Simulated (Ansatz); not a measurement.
**Ir(111) / 1 layer Au(111) / Ir(111): resistance against film thickness**

How does the resistance across the layers grow with the film in Ir(111) / 1 layer Au(111) / Ir(111)?

Program: Ansatz 0.2.0. Level of theory: Ansatz plane-wave DFT, PBE, PAW files; ballistic transport by layer matching (Landauer), zero bias. Results are calculated unless marked as measured.

## 1. Set-up

The cell holds 9 atoms: 8 Ir and 1 Au. Cell: a = 2.715 Å, b = 2.715 Å, c = 20.390 Å, α = 90.0°, β = 90.0°, γ = 120.0°. It derives from Ir and Au. Regions: lead, 8 atoms (8 Ir); films, 1 atom (1 Au). The structure is stacked along c, and the current runs across the ab planes.

## 2. With 1 layer

The film is laid into the lead at the lead's in-plane lattice, and the cell closes on the lead's own image. The mesh across the current, 30×30, is finer than the density's, because channels open and close sharply across the zone. Energies from -1 to 1 eV in steps of 0.036 eV cover the slope of the Fermi function at 300 K, so the program can form a conductance.

File input.yaml:

```yaml
crystal:
  lattice:
    - [2.7148657757, 0.0, 0.0]
    - [-1.3574328878, 2.3511427296, 0.0]
    - [0.0, 0.0, 20.3900780339]
  atoms:
    - { symbol: Ir, position: [0.0, 0.0, 0.054356796] }
    - { symbol: Ir, position: [0.3333333333, 0.6666666667, 0.1630703879] }
    - { symbol: Ir, position: [0.6666666667, 0.3333333333, 0.2717839799] }
    - { symbol: Ir, position: [0.0, 0.0, 0.3804975719] }
    - { symbol: Au, position: [0.3333333333, 0.6666666667, 0.5] }
    - { symbol: Ir, position: [0.6666666667, 0.3333333333, 0.6195024281] }
    - { symbol: Ir, position: [0.0, 0.0, 0.7282160201] }
    - { symbol: Ir, position: [0.3333333333, 0.6666666667, 0.8369296121] }
    - { symbol: Ir, position: [0.6666666667, 0.3333333333, 0.945643204] }
kpoints:
  mp_grid: { grid: [16, 16, 2] }
hamiltonian:
  xc: pbe
scf:
  occupations: { method: fermi_dirac, width: 0.1 }
output:
  transmission: { leads: [[0, 1]], kmesh: [30, 30], e_range: [-1.0, 1.0], de: 0.036 }
  write_potential: true
  write_density: true
  volumetric_format: npy
  elf: true
```

Launch:

```bash
ansatz run input.yaml --threads 4 --pin off --max-ram 8192MiB --backend cpu --events-out ev --progress --plain --runs-dir out
```

Numbers of over 12 decimals in the logs are rounded to 6 here.

Output:

```text
Engine: ansatz 0.2.0, aarch64-unknown-linux-gnu
Pseudopotentials: kind: paw
Pseudopotential: Ir, paw, valence charge 17, recommended cutoff 420 eV (normal), Ir.paw.azcp
Pseudopotential: Au, paw, valence charge 19, recommended cutoff 420 eV (normal), Au.paw.azcp
Functional definition: PBE
  parameter kappa = 0.804
  parameter beta = 0.066725
  exchange = pbe_x(kappa = kappa, mu = beta*pi^2/3)
  correlation = pbe_c(beta = beta)
Crystal: 9 atoms, lattice volume = 130.151 Å³
Basis set: ecut = 420 eV, 2583 PW (Γ)
Bands: 93, of which v1, the nominal top of the filled ones, is band 78 counted from 1 (77 counted from 0)
Symmetry: 12 space group operations
Space group: P-3m1 (ITA 164), of the structure as read, at distance tolerance 5.1e-5 Å
k-points: 60 of 512
Non-local potential: Ir, projectors of the file, l = 0: 3, l = 1: 2, l = 2: 2, l = 3: 1
Non-local potential: Au, projectors of the file, l = 0: 3, l = 1: 2, l = 2: 2, l = 3: 1
PAW form: soft (Blöchl's): semilocal exchange-correlation on the pseudo side does not see the compensation charge
PAW one-centre angular grid: Ir, 590 points (default); XC on 64 Gauss nodes
PAW one-centre angular grid: Au, 590 points (default); XC on 64 Gauss nodes
Initial density: superposition of atomic densities (neutral atoms: chi_scale 0, normalization atom), corrected by the library's trained network
Initial wavefunctions: pseudopotential atomic-orbital guess
Functional: x = pbe(κ = 0.804, μ = 0.219515), c = pbe(β = 0.066725)
SCF iter   1: F=—  HF=-108631.247943 eV  |F-HF|=—  |Δ(HF+E_count)|=         —  Δρ=1.84e-2  dr2=1.59e1  ethr=1.77e-3  ⟨swp⟩=5.4  Hψ=17728  notcnv=0  defer=92
preconditioner: auto → Kerker (q_TF=auto, 2.809 Å⁻¹)  [metal: Δε(μ)=0.007 eV  Ē_g=7.433 eV  σ=0.100 eV  W_gap=0.02  n_scr=48 (ndim 8)  ℏωp=29.7 eV  f_vac=0.000  D(μ)=8.04/eV (n_scr^D=98)]
SCF iter   2: F=—  HF=-108631.174632 eV  |F-HF|=—  |Δ(HF+E_count)|=   7.33e-2  Δρ=1.01e-2  dr2=6.78e0  ethr=1.77e-3  ⟨swp⟩=1.1  Hψ=6427  notcnv=0  defer=86
SCF iter   3: F=—  HF=-108631.112982 eV  |F-HF|=—  |Δ(HF+E_count)|=   6.16e-2  Δρ=2.16e-3  dr2=2.69e-1  ethr=1.77e-3  ⟨swp⟩=1.0  Hψ=5448  notcnv=0  defer=86
SCF iter   4: F=—  HF=-108631.104955 eV  |F-HF|=—  |Δ(HF+E_count)|=   8.03e-3  Δρ=6.38e-4  dr2=1.27e-2  ethr=1.74e-4  ⟨swp⟩=1.0  Hψ=6096  notcnv=0  defer=94
SCF iter   5: F=—  HF=-108631.104527 eV  |F-HF|=—  |Δ(HF+E_count)|=   4.28e-4  Δρ=2.66e-4  dr2=1.18e-3  ethr=8.19e-6  ⟨swp⟩=1.0  Hψ=5688  notcnv=0  defer=94
SCF iter   6: F=—  HF=-108631.104501 eV  |F-HF|=—  |Δ(HF+E_count)|=   2.69e-5  Δρ=7.49e-5  dr2=9.68e-5  ethr=7.61e-7  ⟨swp⟩=1.0  Hψ=5452  notcnv=0  defer=94
SCF iter   7: F=—  HF=-108631.104504 eV  |F-HF|=—  |Δ(HF+E_count)|=   3.72e-6  Δρ=2.24e-5  dr2=4.15e-6  ethr=6.25e-8  ⟨swp⟩=1.3  Hψ=5478  notcnv=0  defer=97
SCF iter   8: F=—  HF=-108631.104504 eV  |F-HF|=—  |Δ(HF+E_count)|=   2.92e-7  Δρ=5.61e-6  dr2=1.93e-7  ethr=2.68e-9  ⟨swp⟩=1.9  Hψ=5981  notcnv=0  defer=97
SCF iter   9: F=-108631.104504 eV  HF=-108631.104504 eV  |F-HF|=8.64e-9  |Δ(HF+E_count)|=   4.92e-9  Δρ=1.70e-6  dr2=1.04e-8  ethr=6.45e-11  ⟨swp⟩=6.5  Hψ=12334  notcnv=0
SCF 1 converged in 9 iterations: F = -108631.104504 eV  dr2 = 1.04e-8
  greatest PAW one-centre occupation: 1.000 electrons in one spin orbital (limit 2), on the Au atom at site 4 (counted from 0), in its partial waves of l = 0
transmission: 346 of 3458 steps passed
transmission: 692 of 3458 steps passed
[...]
transmission: 3458 of 3458 steps passed
SCF converged after 9 iterations
Free energy (F): -108631.104504 eV
Harris-Foulkes:  -108631.104504 eV  (|F-HF|=8.64e-9)
Internal energy: -108630.821468 eV  (E = F + TS)
E sigma→0 (E₀):  -108630.962986 eV
Entropy (-TS):   -0.283036 eV (-31.448 meV/atom)
Fermi energy:    25.121397 eV
--- Per-component energies (eV) ---
  E_band       = -869.221462
  E_kinetic    = 5593.378871
  E_local      = -10268.974230  (includes V_loc(G=0)·N_el)
  E_nonlocal   = 654.993394
  E_hartree    = 4023.323276
  E_xc         = -2374.076306
  E_vxc        = -2679.226126  (∫ρ·V_xc dr)
  E_paw        = -83493.845108  (= ΣΔE_a)
  E_vpaw       = -2216.039511  (= ΣTr[D̂ρ^β])
  E_aug_tail   = 0.001835  (compensation charges beyond the density's cutoff)
  E_ewald      = -22765.623200
  E_smearing   = -0.283036  (= −TS)
  E_closure    = 0.000000  (closes the sum)
  Σ components = -108631.104504   (vs F -108631.104504, Δ=0.00e0)
--- Band table (eV; the first three rows and the last of 60) ---
  k-point 0: bands = [... 74 lower, 23.8340, 23.8340, 23.8629, 23.8629, 23.9384, 23.9384, 24.1346, 24.1346, ... 11 higher]
  k-point 1: bands = [... 74 lower, 23.8381, 23.8569, 23.8569, 23.9294, 23.9294, 24.1798, 24.1798, 24.2025, ... 11 higher]
  k-point 2: bands = [... 74 lower, 23.5291, 23.5432, 23.7924, 23.8277, 23.9856, 24.0274, 24.2286, 24.3208, ... 11 higher]
  k-point 59: bands = [... 74 lower, 25.0022, 25.3684, 25.4792, 25.5486, 25.6334, 25.6719, 25.8976, 29.1950, ... 11 higher]
--- Transmission ---
  basis      : 55 plane waves across, 38 finite elements along
  points     : 91, standing for a mesh of 30 x 30
  filling    : by the input's occupations and mesh, since the crystals that have channels conduct as metals do. If one of these is a semiconductor, that mesh has misplaced its level
  energies   : 56 from -1.000000 to 0.980000 eV about the Fermi level, 0.036000 eV apart; the leads are filled to 0.000000 eV, and channels, transmission and decay are at 0.008000 eV
  crystal 0  : Ir1, at the sites [0, 1], period 2.2167 Å, over 17.73 Å; its Hamiltonian steps by up to 11.5 meV
    offset         : up to 0.0000 Å between an atom of the period and one for which it stands
    filled         : 7.2 meV under the level at which it is neutral
    channels       : 1.588889e0 a spin
    conductance    : 1.9278e15 S/m² at 300 K; may be off by some 0.0 % by where its bands' edges are placed, 6.2 % from the k-mesh, 0.1 % from the distance to neutral
    slowest decay  : 0.0516 /Å at (0.3333, 0.3333)
  junction   : crystal 0 to crystal 0, 0.70 to 18.87 Å
    transmission   : 8.259992e-1 a spin
    conductance    : 9.9725e14 S/m² at 300 K (9.0922e14 on every other point, 9.9655e14 on every other energy)
    error estimate : 0.1 % from the energy spacing and 0.0 % from band edges of the leads and from resonances (wavevectors taken as independent; lower de), 5.9 % from the k-mesh, 4.1 % from the steps of its leads' Hamiltonians or their offsets (lay more layers), 0.1 % from the distance to neutral
    resistance     : 4.8400e-4 Ω µm² beyond half of each lead's own
```

Run time: 78 s. Hardware: 4 threads of Arm Neoverse V2, shared host; peak memory 0.84 GiB; 4.7 min of CPU time.

This step gave:

- free energy: -108631.1045 eV
- energy at zero smearing: -108630.9630 eV
- Fermi energy: 25.12 eV
- cell area: 6.383 Å²
- step of the lead's potential: 11.5 meV
- ballistic conductance of the lead: 1.93e15 S/m²
- estimated errors of the lead's conductance: 0, 6.2, 0.1 % (band edges, k-mesh, distance from neutral)
- lead conductance per cell: 1.588 G₀
- conductance of the junction: 9.97e14 S/m²
- junction conductance per cell: 0.8216 G₀
- estimated errors of the junction's conductance: 0.1, 0, 5.9, 4.1, 0.1 % (energy step, band edges, k-mesh, leads' steps, distance from neutral)
- area resistance that the stack adds (contact term taken off, spin by spin): 0.484 fΩ m²

Per spin. Transmission, zone mean against energy, zero at the Fermi level:

```tsv
energy (eV)	transmission, zone mean
-1.000	0.673
-0.928	0.635
-0.856	0.613
-0.784	0.630
-0.748	0.648
-0.712	0.641
-0.676	0.634
-0.604	0.632
-0.532	0.652
-0.460	0.695
-0.388	0.720
-0.316	0.693
-0.244	0.731
-0.172	0.774
-0.100	0.800
-0.028	0.823
0.008	0.826
0.080	0.821
0.116	0.841
0.152	0.831
0.224	0.803
0.296	0.808
0.368	0.827
0.440	0.836
0.476	0.844
0.512	0.822
0.584	0.803
0.656	0.791
0.692	0.770
0.764	0.749
0.836	0.712
0.908	0.658
0.980	0.615
```

Per spin. Table of open channels, zone mean, lead by energy, zero at the Fermi level:

```tsv
energy (eV)	open channels, zone mean, lead
-1.000	1.55
-0.928	1.48
-0.856	1.47
-0.784	1.45
-0.712	1.47
-0.676	1.51
-0.604	1.53
-0.532	1.55
-0.460	1.55
-0.388	1.46
-0.316	1.46
-0.244	1.51
-0.172	1.55
-0.100	1.59
-0.028	1.59
0.008	1.59
0.080	1.62
0.152	1.67
0.224	1.64
0.296	1.66
0.368	1.74
0.440	1.78
0.512	1.86
0.584	2.03
0.656	2.06
0.692	2.02
0.764	1.98
0.836	1.82
0.908	1.70
0.980	1.55
```

Transmission over k1 and k2. At 0.0080 eV from the Fermi level.

Ten even steps from '_' (0.00) to '@' (1.76), each cell a mean:
```
====++::++++++++++++++++**--==++==::++..==++==--==++++__++::
++--==..++**++++++++++++++++==----====::__::++======++__::--
++++==++==**++++++++++++==++++--++++++======++++++==++======
++++****++@@**++::::::::::++**@@******++++++======..++======
==++++++++++++++++++++++++++++++**==++++++++==----++++==--==
==++++++++..++++++++========++++++++::++++++++======++======
++++++++++__++++++==============++++++::--++++++++++++__--++
++++++++++__++++======--------========++--::++++++++++__--::
==++**++++..++++====----::::::::----====++++::==++**++--++==
++--==**++++++++++==----::::....::::--====++++++****++::++::
====++::==@@++++++++==--::::......::----==++++++**@@==..++==
==--++::++****++++++====--::::......::--====++++++**++**--==
++--++--++**++==--++++====----::::::::----====++++::++**++==
++::==..++++++++==::==========----------======++++__++++++++
++++..__++++++++++++::--++++========--======++++++__++++++++
====++--++====++++++++--::++++++++========++++++++__++++++++
==----==++++----==++++++====++++++++++==++++++++++==++++++++
++======++--======++++++++++**##**++----------++**%%++++++++
++++++++++--++++++++++++**++++****++--==========++##==**++++
==::..__++++====++..__::==----::++**++++++++++++++**++..----
++--++__++====--==++::::++====++--==**++++++++++++++++::++==
==--**--++++======++++============++==++++++====++++++--++==
```
Columns: k1 (b1) from -0.5 to 0.467; rows upwards: k2 (b2) from -0.5 to 0.467.

Open channels over k1 and k2. At 0.0080 eV from the Fermi level.

Ten even steps from '0' (0.00) to '9' (3.47), each cell a mean:
```
555253222222535555222222222225
444255422222554444220122222012
445595357777535955542224224222
224545555333555554522222202222
222445555555555554522222224222
222285555555555555573222223222
222282555555555555546522222012
422282555555555555554462224112
345555555555555555555555555233
544545555555555555555555455255
555395555555555555555555559255
555255455555555555555555555534
444255455555555555555555554554
522253337355555555555555538333
220022222644555555555555528222
222122222256555555555555548222
222252222223555555555555555322
222221222222545555544455554542
422241242224555953566675359554
320032232003333455533333456333
542122222212255544522222245255
554242222224255554342222225255
```
Columns: k1 (b1) from -0.5 to 0.467; rows upwards: k2 (b2) from -0.5 to 0.467.

Valence density in the ca plane at fractional y = 0.667, with atoms of Ir and Au within 0.2 Å of it. It is the smooth field of the valence electrons, not physical close to the nuclei.

Values in e/Å³, 5 rows by 16 columns, each cell a mean:
```
 2  0  0  0  1  1  1  1  0  0  0  1  1  1  1  0
 1  0  1  1  1  1  1  1  0  2  0  1  1  1  1  1
 0  1  6  2  0  0  0  0  1  8  1  0  0  0  0  2
 0  1  8  2  0  0  0  0  2 10  2  0  0  0  0  2
 1  1  3  1  1  0  1  1  1  3  1  1  1  1  1  1
```
Columns run along c (16.0 Å, from fractional 0.05 to 0.83 of the cell), rows up along a (2.7 Å). Atoms in or near the plane, at fractional coordinates: Ir at (0.16, 0.33), Au at (0.50, 0.33).

ELF in the ca plane at fractional y = 0.667, with atoms of Ir and Au within 0.2 Å of it. It is the smooth field of the valence electrons, not physical close to the nuclei.

Ten even steps from '0' (0.16) to '9' (0.70), each cell a mean:
```
45322222222255323245421011110114542322553222
45322222222255323245421011110114542322453222
33222244322233222223211124431112332222332222
22222589732222211122211257763112221111222226
22222776841222100023221379974112321001222238
22222776841222100022221369974112321001222238
22222688732222110122211257763112221111222226
33222245322223212223211134431112322222332223
```
Columns run along c (16.0 Å, from fractional 0.05 to 0.83 of the cell), rows up along a (2.7 Å). Atoms in or near the plane, at fractional coordinates: Ir at (0.16, 0.33), Au at (0.50, 0.33).

Electrostatic potential energy in the ca plane at fractional y = 0.667, with atoms of Ir and Au within 0.2 Å of it. With pseudopotentials it is smooth inside the atoms' cores, unlike the true potential.

Values in eV, 5 rows by 16 columns, each cell a mean:
```
 -3  22  21  24   2  11   9   5  25  22  25   5   9  11   2  24
  8  21   4  19  10  17  15  13  23   6  22  12  15  17  11  19
 23  15 -27   3  23  25  25  24  11 -23  11  24  24  25  23   3
 24  13 -29  -1  24  26  26  25   9 -25   9  25  26  26  24  -1
 13  20  -9  14  16  20  19  17  20  -7  20  18  19  20  15  14
```
Columns run along c (16.0 Å, from fractional 0.05 to 0.83 of the cell; values clipped at the 3rd and 97th percentile), rows up along a (2.7 Å). Atoms in or near the plane, at fractional coordinates: Ir at (0.16, 0.33), Au at (0.50, 0.33).

The lead's potential steps by 12 meV from period to period, small in itself. The program estimates the junction's conductance to 5.9 % from the k-mesh, 0.1 % from the leads' distance from neutral and 4.1 % from their steps.

By hand: 1/G − 1/G_lead = 1/0.9972 − 1/1.928 = 0.484 fΩ m² with G in 10¹⁵ S/m².

## 3. With 3 layers, k-mesh 16×16×1, film layers 3

The stack now holds 3 film layers; the k-mesh follows the cell, and the energies span -0.27 to 0.27 eV.

System of this step: Ir(111) / 3 layers Au(111) / Ir(111). The cell holds 11 atoms: 8 Ir and 3 Au. Its edges and angles: a = 2.715 Å, b = 2.715 Å, c = 25.751 Å, α = 87.0°, β = 93.0°, γ = 120.0°. It derives from Ir and Au. Regions: lead, 8 atoms (8 Ir); films, 3 atoms (3 Au). The structure is stacked along c, and the current runs across the ab planes.

File input.yaml:

```yaml
crystal:
  lattice:
    - [2.7148657757, 0.0, 0.0]
    - [-1.3574328878, 2.3511427296, 0.0]
    - [-1.3574328878, 0.7837142432, 25.7033761254]
  atoms:
    - { symbol: Ir, position: [0.0143734596, 0.9856265404, 0.0431203787] }
    - { symbol: Ir, position: [0.376453712, 0.623546288, 0.129361136] }
    - { symbol: Ir, position: [0.7385339645, 0.2614660355, 0.2156018934] }
    - { symbol: Ir, position: [0.1006142169, 0.8993857831, 0.3018426507] }
    - { symbol: Au, position: [0.4655473399, 0.5344526601, 0.3966420196] }
    - { symbol: Au, position: [0.8333333333, 0.1666666667, 0.5] }
    - { symbol: Au, position: [0.2011193268, 0.7988806732, 0.6033579804] }
    - { symbol: Ir, position: [0.5660524498, 0.4339475502, 0.6981573493] }
    - { symbol: Ir, position: [0.9281327022, 0.0718672978, 0.7843981066] }
    - { symbol: Ir, position: [0.2902129547, 0.7097870453, 0.870638864] }
    - { symbol: Ir, position: [0.6522932071, 0.3477067929, 0.9568796213] }
kpoints:
  mp_grid: { grid: [16, 16, 1] }
hamiltonian:
  xc: pbe
scf:
  occupations: { method: fermi_dirac, width: 0.1 }
output:
  transmission:
    leads: [[0, 1]]
    kmesh: [30, 30]
    e_range: [-0.27, 0.27]
    de: 0.036
  write_potential: true
  write_density: true
  volumetric_format: npy
```

Output:

```text
[...]
--- Transmission ---
  basis      : 55 plane waves across, 44 finite elements along
  points     : 241, standing for a mesh of 30 x 30
[...]
filled         : 9.4 meV under the level at which it is neutral
    channels       : 1.562222e0 a spin
[...]
slowest decay  : 0.0430 /Å at (0.3333, 0.3333)
  junction   : crystal 0 to crystal 0, 0.70 to 24.18 Å
    transmission   : 4.717588e-1 a spin
[...]
resistance     : 1.2134e-3 Ω µm² beyond half of each lead's own
[key lines of the parts left out:]
SCF converged after 10 iterations
Free energy (F): -134929.424488 eV
Fermi energy:    24.214133 eV
```

Run time: 1.9 min. Hardware: 4 threads; peak memory 1.3 GiB.

Numbers from this step:

```yaml
free_energy: -134929.4245 eV
energy_at_zero_smearing: -134929.2748 eV
fermi_energy: 24.21 eV
step_of_the_lead_s_potential: 7.9 meV
conductance_of_the_junction: 5.77e14 S/m²
junction_conductance_per_cell: 0.4756 G₀
estimated_errors_of_the_junction_s_conductance: 0.4, 0.1, 6.7, 4.4, 0.4 % (energy step, band edges, k-mesh, leads' steps, distance from neutral)
area_resistance_that_the_stack_adds_contact_term_taken_off_spin_by_spin: 1.213 fΩ m²
```

Per spin. The transmission, zone mean by energy, zero at the Fermi level:

```tsv
energy (eV)	transmission, zone mean
-0.270	0.426
-0.234	0.415
-0.198	0.433
-0.162	0.424
-0.126	0.442
-0.090	0.450
-0.054	0.467
-0.018	0.474
0.018	0.472
0.054	0.496
0.090	0.488
0.126	0.482
0.162	0.491
0.198	0.507
0.234	0.510
0.270	0.530
```

The conductance of the junction is 5.8e14 S/m², 42 % under the 1.0e15 S/m² of the last finished run.

(Part 1 of 2 ends here.)

[Logs are printed without paths, hosts, clocks, repeated set-up lines and the standing remarks that a program may print on its own settings, such as how far it seeks lower states.]

[Hosts, paths, dates, database ids (printed as entryN), source tags and the programs' standing remarks are cut or masked in the printed files.]
